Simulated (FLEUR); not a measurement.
The system is MnS.

```
Mn S
1.0
     0.00000    2.60450    2.60450
     2.60450    0.00000    2.60450
     2.60450    2.60450    0.00000
Mn S
1 1
Direct
  0.00000 0.00000 0.00000
  0.50000 0.50000 0.50000
```

Base run:

| Property | Result |
| --- | --- |
| Program | FLEUR MaX-R8.1 (later development tree) |
| Functional | LDA |
| Potentials or basis | all-electron |
| Basis | FLAPW |
| Kmax | 4.58 1/bohr |
| k mesh | 9 × 9 × 9 |
| Occupations | fermi-dirac, width 0.05 eV |
| Spin | collinear spin, ferromagnetic start |
| Starting moments | [4.0, 0.0] μB |

Its results: net moment 4.58 μB per cell; site moments Mn +4.19; S +0.13 μB.

Q: The run is repeated on the same cell with these changes: functional from LDA to AM05. What comes out?

A: Net moment 4.69 μB per cell; site moments Mn +4.29; S +0.13 μB.

Caveats: a cell with one magnetic atom can't hold antiferromagnetic order, which such compounds often take.

Not every run made on this cell is shown here.
